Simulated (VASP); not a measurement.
# KCl (Pm-3m) in VASP: a series of runs

One crystal, KCl, is run at these levels: PBEsol; tasks: single point.

Everything below comes from runs of VASP 6.6.1. Logs are shortened: lines on timing, memory, paths and dates and some standing lists are left out, and cuts for length are marked.

## 1. The crystal as given

It takes space group Pm-3m (No. 221, cubic). Conventional cell: a = 3.735 Å, b = 3.735 Å, c = 3.735 Å, α = 90.00°, β = 90.00°, γ = 90.00°. K (site symmetry m-3m) has 8 Cl at 3.23 Å as nearest neighbours. Around Cl (site symmetry m-3m) lie 8 K at 3.23 Å.

Measurements of this composition are mostly on another form, of space group No. 225.

## 2. Single point, PBEsol

Input file INCAR:

```
SYSTEM = KCl
  ALGO = Normal
  EDIFF = 1E-6
  ENCUT = 520
  GGA = PS
  ISIF = 2
  ISMEAR = 0
  LASPH = .True.
  LCHARG = .True.
  LELF = .True.
  LREAL = .False.
  LVHAR = .True.
  LWAVE = .False.
  NBANDS = 15
  NELM = 60
  PREC = Accurate
  SIGMA = 0.02
```

Input file KPOINTS:

```
k-points
0
Gamma
  6 6 6
  0 0 0
```

Input file POSCAR:

```
KCl
1.0
    3.7354000000      0.0000000000      0.0000000000
    0.0000000000      3.7354000000      0.0000000000
    0.0000000000      0.0000000000      3.7354000000
K Cl
1 1
Direct
    0.0000000000      0.0000000000      0.0000000000
    0.5000000000      0.5000000000      0.5000000000
```

Potentials or basis: VASP PAW PBE potentials, release 64 (K_sv, Cl).

Started as:

```console
$ cat potpaw_PBE.64/K_sv/POTCAR potpaw_PBE.64/Cl/POTCAR > POTCAR
$ mpirun -np 1 vasp_std > vasp.out
```

OUTCAR:

```text
SYSTEM = KCl
   EDIFF = 1E-6
   ENCUT = 520
   GGA = PS
   ISIF = 2
   ISMEAR = 0
   LASPH = .True.
   LREAL = .False.
   NELM = 60
   PREC = Accurate

 ion  position               nearest neighbor table
   1  0.000  0.000  0.000-   2 3.23   2 3.23   2 3.23   2 3.23   2 3.23   2 3.23   2 3.23   2 3.23

   2  0.500  0.500  0.500-   1 3.23   1 3.23   1 3.23   1 3.23   1 3.23   1 3.23   1 3.23   1 3.23

  LATTYP: Found a simple cubic cell.
 ALAT       =     3.7354000000

  Lattice vectors:

 A1 = (   3.7354000000,   0.0000000000,   0.0000000000)
 A2 = (   0.0000000000,   3.7354000000,   0.0000000000)
 A3 = (   0.0000000000,   0.0000000000,   3.7354000000)

Analysis of symmetry for initial positions (statically):
=====================================================================
 Subroutine PRICEL returns:
 Original cell was already a primitive cell.

 Routine SETGRP: Setting up the symmetry group for a
 simple cubic supercell.

 Subroutine GETGRP returns: Found 48 space group operations
 (whereof 48 operations were pure point group operations)
 out of a pool of 48 trial point group operations.

The static configuration has the point symmetry O_h .

Analysis of symmetry for dynamics (positions and initial velocities):
=====================================================================
 Subroutine PRICEL returns:
 Original cell was already a primitive cell.

 Routine SETGRP: Setting up the symmetry group for a
 simple cubic supercell.

 Subroutine GETGRP returns: Found 48 space group operations
 (whereof 48 operations were pure point group operations)
 out of a pool of 48 trial point group operations.

The dynamic configuration has the point symmetry O_h .

 Subroutine INISYM returns: Found 48 space group operations
 (whereof 48 operations are pure point group operations),
 and found     1 'primitive' translations

----------------------------------------------------------------------------------------

                                     Primitive cell

  volume of cell :      52.1208

  direct lattice vectors                    reciprocal lattice vectors
     3.735400000  0.000000000  0.000000000     0.267708947  0.000000000  0.000000000
     0.000000000  3.735400000  0.000000000     0.000000000  0.267708947  0.000000000
     0.000000000  0.000000000  3.735400000     0.000000000  0.000000000  0.267708947

  length of vectors
     3.735400000  3.735400000  3.735400000     0.267708947  0.267708947  0.267708947

  position of ions in fractional coordinates (direct lattice)
     0.000000000  0.000000000  0.000000000
     0.500000000  0.500000000  0.500000000

  ion indices of the primitive-cell ions
   primitive index   ion index
                 1           1
                 2           2

----------------------------------------------------------------------------------------

 KPOINTS: k-points

Automatic generation of k-mesh.
 Grid dimensions read from file:
 generate k-points for:    6    6    6

 Generating k-lattice:

  Cartesian coordinates                     Fractional coordinates (reciprocal lattice)
     0.044618158  0.000000000  0.000000000     0.166666667  0.000000000  0.000000000
     0.000000000  0.044618158  0.000000000     0.000000000  0.166666667  0.000000000
     0.000000000  0.000000000  0.044618158     0.000000000  0.000000000  0.166666667

  Length of vectors
     0.044618158  0.044618158  0.044618158

  Shift w.r.t. Gamma in fractional coordinates (k-lattice)
     0.000000000  0.000000000  0.000000000

 Subroutine IBZKPT returns following result:
 ===========================================

 Found     20 irreducible k-points:

 Following reciprocal coordinates:
            Coordinates               Weight
  0.000000  0.000000  0.000000      1.000000
  0.166667  0.000000  0.000000      6.000000
  0.333333  0.000000  0.000000      6.000000
  0.500000  0.000000  0.000000      3.000000
  0.166667  0.166667  0.000000     12.000000
  0.333333  0.166667  0.000000     24.000000
[... 12 lines left out ...]
  0.500000  0.500000  0.333333      6.000000
  0.500000  0.500000  0.500000      1.000000
   k-points           NKPTS =     20   k-points in BZ     NKDIM =     20   number of bands    NBANDS=     15
   number of dos      NEDOS =    301   number of ions     NIONS =      2
   total plane-waves  NPLWV =  21952
   dimension x,y,z NGX =    28 NGY =   28 NGZ =   28
   dimension x,y,z NGXF=    56 NGYF=   56 NGZF=   56
   ions per type =               1   1
   NGX,Y,Z   is equivalent  to a cutoff of  12.46, 12.46, 12.46 a.u.
   NGXF,Y,Z  is equivalent  to a cutoff of  24.92, 24.92, 24.92 a.u.
 SYSTEM =  KCl
   PREC   = accura    normal or accurate (medium, high low for compatibility)
   ISTART =      0    job   : 0-new  1-cont  2-samecut
   ICHARG =      2    charge: 1-file 2-atom 10-const
   ISPIN  =      1    spin polarized calculation?
   LNONCOLLINEAR =      F non collinear calculations
   LSORBIT =      F    spin-orbit coupling
   LASPH  =      T    aspherical Exc in radial PAW
   ENCUT  =  520.0 eV  38.22 Ry    6.18 a.u.   6.95  6.95  6.95*2*pi/ulx,y,z
   NELM   =     60;   NELMIN=  2; NELMDL= -5     # of ELM steps
   EDIFF  = 0.1E-05   stopping-criterion for ELM
   LREAL  =      F    real-space projection
   EDIFFG = 0.1E-04   stopping-criterion for IOM
   NSW    =      0    number of steps for IOM
   IBRION =     -1    ionic relax: 0-MD 1-quasi-New 2-CG
   NFREE  =      0    steps in history (QN), initial steepest desc. (CG)
   ISIF   =      2    stress and relaxation
   ISYM   =      2    0-nonsym 1-usesym 2-fastsym
   POTIM  = 0.5000    time-step for ionic-motion
   TEBEG  =    0.0;   TEEND  =   0.0 temperature during run
   PSTRESS=    0.0 pullay stress
   NELECT =      16.0000    total number of electrons
   NUPDOWN=      -1.0000    fix difference up-down
   EMIN   =  10.00;   EMAX   =-10.00  energy-range for DOS
   EFERMI =   0.00;   METHOD = LEGACY
   ISMEAR =     0;   SIGMA  =   0.02  broadening in eV -4-tet -1-fermi 0-gaus
   EFERMI_NEDOS =   21; number of points for ismear=-14 and -15
   IALGO  =     38    algorithm
   IMIX   =      4    mixing-type and parameters
     AMIX     =   0.40;   BMIX     =  1.00
     AMIX_MAG =   1.60;   BMIX_MAG =  1.00
  volume/ion in A,a.u.               =      26.06       175.86
  Fermi-wavevector in a.u.,A,eV,Ry     =   1.104361  2.086940 16.593844  1.219613
  Thomas-Fermi vector in A             =   2.240833
   LORBIT       =      0    0 simple, 1 ext, 2 COOP (PROOUT), +10 PAW based schemes
   GGA     = PS    functional components
   LHFCALC =     F    Hartree Fock is set to
   AEXX    =    0.0000 exact exchange contribution
   IVDW    =     0    specifies the selected vdW correction
   LEPSILON=     F    determine dielectric tensor
   LRPA    =     F    only Hartree local field effects (RPA)
 non-spin polarized calculation
 Gauss-broadening in eV      SIGMA  =   0.02
  energy-cutoff  :      520.00
  volume of cell :       52.12
 maximum number of plane-waves:      1418
 NGX is ok and might be reduce to    28
   NGX = 13   NGY = 13   NGZ = 13

 number of electron      15.9999997 magnetization

 Free energy of the ion-electron system (eV)
  ---------------------------------------------------
  ext. energy  EPLUGINS =         0.00000000
  ---------------------------------------------------
  free energy    TOTEN  =        -6.91516976 eV

  energy without entropy =       -6.91516976  energy(sigma->0) =       -6.91516976

 E-fermi :  -0.3440     XC(G=0):  -8.6421

 val. band max:       -0.4821646081   @ k =   0.5000   0.5000   0.0000
 cond. band min:       4.4813743670   @ k =   0.0000   0.0000   0.0000
 fundamental gap:      4.9635389751
 Fermi energy:        -0.3440159180

 k-point     1 :       0.0000    0.0000    0.0000
  band No.  band energies     occupation
      1     -28.2397      2.00000
      2     -13.1965      2.00000
      3     -11.6728      2.00000
      4     -11.6728      2.00000
      5     -11.6728      2.00000
      6      -0.7059      2.00000
      7      -0.7059      2.00000
      8      -0.7059      2.00000
      9       4.4814      0.00000
     10       5.8685      0.00000
     11       5.8685      0.00000
     12      10.3567      0.00000
     13      10.3567      0.00000
     14      10.3567      0.00000
     15      13.4216      0.00000

 k-point     2 :       0.1667    0.0000    0.0000
  band No.  band energies     occupation
      1     -28.2327      2.00000
      2     -13.2417      2.00000
      3     -11.6621      2.00000
      4     -11.6621      2.00000
      5     -11.6403      2.00000
      6      -1.2684      2.00000
      7      -0.7134      2.00000
      8      -0.7134      2.00000
      9       5.1404      0.00000
     10       6.1121      0.00000
     11       6.5026      0.00000
     12      10.2536      0.00000
     13      10.2536      0.00000
     14      10.5007      0.00000
     15      12.3398      0.00000

 k-point     3 :       0.3333    0.0000    0.0000
  band No.  band energies     occupation
      1     -28.2186      2.00000
      2     -13.3373      2.00000
      3     -11.6406      2.00000
      4     -11.6406      2.00000
      5     -11.5618      2.00000
      6      -2.1481      2.00000
      7      -0.7298      2.00000
      8      -0.7298      2.00000
      9       6.4691      0.00000
     10       6.7839      0.00000
     11       7.7355      0.00000
     12      10.1861      0.00000
     13      10.1861      0.00000
     14      10.5436      0.00000
     15      10.8386      0.00000

 k-point     4 :       0.5000    0.0000    0.0000
  band No.  band energies     occupation
      1     -28.2115      2.00000
      2     -13.3869      2.00000
      3     -11.6297      2.00000
      4     -11.6297      2.00000
      5     -11.5162      2.00000
      6      -2.5194      2.00000
      7      -0.7387      2.00000
      8      -0.7387      2.00000
      9       7.3713      0.00000
     10       7.4405      0.00000
     11       8.1116      0.00000
     12       9.5244      0.00000
     13      10.2589      0.00000
     14      10.2589      0.00000
     15      11.0446      0.00000
[... 235 lines left out ...]
 k-point    18 :       0.5000    0.3333    0.3333
  band No.  band energies     occupation
      1     -28.1738      2.00000
      2     -12.8230      2.00000
      3     -11.8778      2.00000
      4     -11.8476      2.00000
      5     -11.8281      2.00000
      6      -1.9840      2.00000
      7      -1.7514      2.00000
      8      -1.5968      2.00000
      9       7.4014      0.00000
     10       7.9964      0.00000
     11       8.1929      0.00000
     12       9.5178      0.00000
     13       9.5217      0.00000
     14       9.9035      0.00000
     15      12.2825      0.00000

 k-point    19 :       0.5000    0.5000    0.3333
  band No.  band energies     occupation
      1     -28.1676      2.00000
      2     -12.7363      2.00000
      3     -11.9123      2.00000
      4     -11.9123      2.00000
      5     -11.8208      2.00000
      6      -1.9799      2.00000
      7      -1.9799      2.00000
      8      -1.7027      2.00000
      9       7.4541      0.00000
     10       8.3540      0.00000
     11       8.3540      0.00000
     12       9.0142      0.00000
     13      10.1401      0.00000
     14      10.1401      0.00000
     15      12.1608      0.00000

 k-point    20 :       0.5000    0.5000    0.5000
  band No.  band energies     occupation
      1     -28.1615      2.00000
      2     -12.6903      2.00000
      3     -11.8926      2.00000
      4     -11.8926      2.00000
      5     -11.8926      2.00000
      6      -2.0311      2.00000
      7      -2.0311      2.00000
      8      -2.0311      2.00000
      9       8.4253      0.00000
     10       8.4253      0.00000
     11       8.4253      0.00000
     12       9.7088      0.00000
     13       9.7088      0.00000
     14       9.7088      0.00000
     15      12.1932      0.00000

------------------------ aborting loop because EDIFF is reached ----------------------------------------

  FORCE on cell =-STRESS in cart. coord.  units (eV):
  Direction    XX          YY          ZZ          XY          YZ          ZX
  --------------------------------------------------------------------------------------
  -------------------------------------------------------------------------------------
  Total        0.0300956      0.0300956      0.0300956      0.0000000      0.0000000     -0.0000000
  in kB        0.9251298      0.9251298      0.9251298      0.0000000      0.0000000     -0.0000000
  external PRESSURE =       0.9251298 kB  Pullay stress =       0.0000000 kB

 VOLUME and BASIS-vectors are now :
 -----------------------------------------------------------------------------
  energy-cutoff  :      520.00
  volume of cell :       52.12
      direct lattice vectors                 reciprocal lattice vectors
     3.735400000  0.000000000  0.000000000     0.267708947  0.000000000  0.000000000
     0.000000000  3.735400000  0.000000000     0.000000000  0.267708947  0.000000000
     0.000000000  0.000000000  3.735400000     0.000000000  0.000000000  0.267708947

 POSITION                                       TOTAL-FORCE (eV/Angst)
 -----------------------------------------------------------------------------------
      0.00000      0.00000      0.00000         0.000000      0.000000      0.000000
      1.86770      1.86770      1.86770         0.000000      0.000000      0.000000
 -----------------------------------------------------------------------------------
    total drift:                               -0.000000      0.000000      0.000000

  FREE ENERGIE OF THE ION-ELECTRON SYSTEM (eV)
  ---------------------------------------------------
  free  energy   TOTEN  =        -6.9151697633 eV

  energy  without entropy=       -6.9151697633  energy(sigma->0) =       -6.91516976
```

Wall time 6.1 s (1 thread of Intel Xeon 6975P-C (Granite Rapids), shared host); peak memory 0.16 GiB.

Results:

* Free energy: -6.9152 eV
* Pressure: 0.1 GPa
* Band gap on the k mesh: 4.96 eV, indirect (least direct gap 5.19 eV)

Levels at points of the mesh, in eV from the valence-band top:
```
           k point  band 6  band 7  band 8  band 9  band 10  band 11
(0.00, 0.00, 0.00)   -0.22   -0.22   -0.22    4.96     6.35     6.35
(0.50, 0.00, 0.00)   -2.04   -0.26   -0.26    7.85     7.92     8.59
(0.50, 0.50, 0.00)   -1.35   -1.35    0.00    6.09     7.25     8.93
(0.50, 0.50, 0.50)   -1.55   -1.55   -1.55    8.91     8.91     8.91
```

Caveat: the PAW data sets were made with another functional, which shifts forces and pressure a little.

## 3. Single point, PBEsol

This run uses another cell than the first one, of 28.93 Å³/atom, 1.110 times its volume.

Input file INCAR:

```
SYSTEM = KCl
PREC     = Accurate       ! precision mode
ENCUT    = 520            ! plane-wave cutoff, eV
EDIFF    = 1E-6           ! SCF threshold, eV
ISMEAR   = 0              ! smearing method
SIGMA    = 0.05           ! smearing width, eV
LREAL    = .FALSE.        ! projectors in reciprocal space
LASPH    = .TRUE.         ! aspherical terms in the spheres
NELM     = 60             ! most SCF steps
ALGO     = Fast           ! electronic algorithm
ISIF     = 2              ! what is computed and relaxed
LWAVE    = .FALSE.        ! write WAVECAR
LCHARG   = .TRUE.         ! write CHGCAR
GGA      = PS             ! functional
LELF     = .TRUE.         ! ELF
LVHAR    = .TRUE.       
NBANDS   = 15             ! bands
```

Input file KPOINTS:

```
Automatic mesh
0
G
  4 4 4
  0 0 0
```

Input file POSCAR:

```
KCl
1.0
    3.8676694533      0.0000000000      0.0000000000
    0.0000000000      3.8676694533      0.0000000000
    0.0000000000      0.0000000000      3.8676694533
K Cl
1 1
Direct
    0.0000000000      0.0000000000      0.0000000000
    0.5000000000      0.5000000000      0.5000000000
```

Potentials or basis: VASP PAW PBE potentials, release 64 (K_sv, Cl).

Started as:

```console
$ cat potpaw_PBE.64/K_sv/POTCAR potpaw_PBE.64/Cl/POTCAR > POTCAR
$ mpirun -np 1 vasp_std > vasp.out
```

It took 6.1 s on 1 thread of Intel Xeon 6975P-C (Granite Rapids), shared host; peak memory 0.16 GiB.

The run converged. Its results:

```
Free energy            : -6.8821 eV
Pressure               : -1.7 GPa
Band gap on the k mesh : 4.53 eV, indirect (least direct gap 4.74 eV)
```

Levels at points of the mesh, in eV from the valence-band top:
```csv
k point,band 5,band 6,band 7,band 8,band 9,band 10,band 11,band 12
"(0.00, 0.00, 0.00)",-11.39,-0.20,-0.20,-0.20,4.53,6.46,6.46,10.56
"(0.50, 0.00, 0.00)",-11.26,-1.75,-0.21,-0.21,7.41,7.81,8.01,9.97
"(0.50, 0.50, 0.00)",-11.34,-1.18,-1.18,0.00,6.03,7.13,8.85,8.85
"(0.50, 0.50, 0.50)",-11.55,-1.29,-1.29,-1.29,8.58,8.58,8.58,9.73
```

Caveat: the PAW data sets were made with another functional, which shifts forces and pressure a little. A k mesh can miss the band edges.

[end of part 1 of 2]
